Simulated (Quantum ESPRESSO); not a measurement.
## SnSe2: zone-centre phonons under several settings

```xyz
3
Lattice="3.8110 0.0000 0.0000 -1.9055 3.3004 0.0000 0.0000 0.0000 6.1360" Properties=species:S:1:pos:R:3 pbc="T T T"
Sn    0.0000    0.0000    0.0000
Se    1.9055    1.1001    4.6081
Se    0.0000    2.2003    1.5279
```

All runs used Quantum ESPRESSO 7.5; potentials PseudoDojo 0.4.1 SR PBEsol standard; k mesh 4 × 4 × 2, shifted; no spin polarisation; cutoff 1170 eV; occupations smeared at first, fixed for the response.

| level | geometry | volume (Å³/atom) | pressure (GPa) | lowest optical mode without the field (cm⁻¹) | highest optical mode without the field (cm⁻¹) |
| --- | --- | --- | --- | --- | --- |
| PBEsol | relaxed cell | 26.29 | 0.0 | 111 | 241 |
| PBEsol | given cell, atoms relaxed | 25.73 | ? | ? | ? |

Task: What stands in the row left open?

Result: Pressure 1.0 GPa; lowest optical mode without the field 113 cm⁻¹; highest optical mode without the field 246 cm⁻¹.

Caveats: all runs use coarse meshes; this functional lacks dispersion, which binds the layers, so the pressure and a relaxed spacing across them are unreliable; the layers were relaxed without a dispersion term, so their spacing and the soft interlayer modes are unreliable (some runs).

For the row left open. Caveat: the k mesh is coarse (spacing up to 0.51 Å⁻¹), so the values aren't converged; this functional lacks dispersion, which binds the layers, so the pressure and a relaxed spacing across them are unreliable.
